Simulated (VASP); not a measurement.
**Li2O: relaxation of cell and atoms with PBE**

Crystal: Li2O.

```
CELL_PARAMETERS angstrom
0.00000 2.06385 2.06385
2.06385 0.00000 2.06385
2.06385 2.06385 0.00000
ATOMIC_POSITIONS crystal
O 0.00000 0.00000 0.00000
Li 0.25000 0.25000 0.25000
Li 0.75000 0.75000 0.75000
```

The cell was built by a generator and needn't be a form met in nature.

```json
{
  "Program": "VASP 6.6.1",
  "Task": "relaxation of cell and atoms",
  "Functional": "PBE",
  "Potentials or basis": "VASP PAW PBE potentials, release 64 (O, Li_sv)",
  "Cutoff": "600 eV",
  "k mesh": "10 × 10 × 10",
  "Occupations": "fermi-dirac, width 0.02 eV",
  "Spin": "no spin polarisation",
  "Dipole correction": "no",
  "Further INCAR settings": "ALGO = Fast; EDIFF = 1e-07; IBRION = 2; EDIFFG = -0.005; NSW = 80; ISIF = 3"
}
```

```json
{"Relaxed volume": "8.18 Å³/atom", "Relaxed cell": "a = 3.262 Å, b = 3.262 Å, c = 3.262 Å, α = 60.00°, β = 60.00°, γ = 60.00°", "Space group after relaxing (to 0.05 Å)": "Fm-3m (No. 225)", "Energy gained by relaxing": "303.0 meV/atom", "Ionic steps": "19", "Pressure after relaxing": "0.0 GPa", "Band gap on the k mesh": "4.98 eV, indirect (least direct gap 5.34 eV)"}
```

The path:
```
step  energy change (eV)  largest force (eV/Å)  pressure (GPa)  volume (Å³)
   1              0.0000                0.0000           53.86        17.58
   2             -0.8818                0.0000            6.24        23.09
   3             -0.9009                0.0000           -3.00        25.37
   4             -0.9089                0.0000           -0.13        24.57
   5             -0.9088                0.0000            0.46        24.41
   6             -0.9088                0.0000            0.47        24.41
   7             -0.9088                0.0000            0.46        24.41
   8             -0.9088                0.0000            0.46        24.41
   9             -0.9088                0.0000            0.46        24.41
  10             -0.9088                0.0000            0.46        24.42
  11             -0.9088                0.0000            0.45        24.42
  12             -0.9088                0.0000            0.45        24.42
  13             -0.9088                0.0000            0.45        24.42
  14             -0.9088                0.0000            0.44        24.42
  15             -0.9088                0.0000            0.43        24.42
  16             -0.9088                0.0000            0.40        24.43
  17             -0.9088                0.0000            0.34        24.45
  18             -0.9089                0.0000            0.22        24.48
  19             -0.9089                0.0000           -0.01        24.54
```

Final structure:
```xyz
3
Lattice="0.0000 2.3064 2.3064 2.3064 0.0000 2.3064 2.3064 2.3064 0.0000" Properties=species:S:1:pos:R:3 pbc="T T T"
O     0.0000    0.0000    0.0000
Li    1.1532    1.1532    1.1532
Li    3.4595    3.4595    3.4595
```

Levels at points of the mesh, in eV from the valence-band top:
```tsv
k point	band 3	band 4	band 5	band 6	band 7	band 8	band 9	band 10
(0.00, 0.00, 0.00)	-15.45	0.00	0.00	0.00	5.34	11.96	11.96	11.96
(0.50, 0.00, 0.00)	-15.23	-2.78	-0.45	-0.45	9.24	9.88	12.08	12.08
(0.50, 0.50, 0.00)	-15.18	-1.59	-1.39	-1.39	4.98	13.58	13.58	14.83
```

Wall time 82 s on 1 thread of Intel(R) Xeon(R) Platinum 8375C CPU @ 2.90GHz (Ice Lake) (shared host), peak memory 0.14 GiB.

Caveat: the cutoff is under 1.25 times the usual one of these potentials, so pressure, stress and relaxed cells hold a basis-set (Pulay) error; the volume moved by over 15 % at a fixed basis, so the end points are rough. A k mesh can miss the band edges.
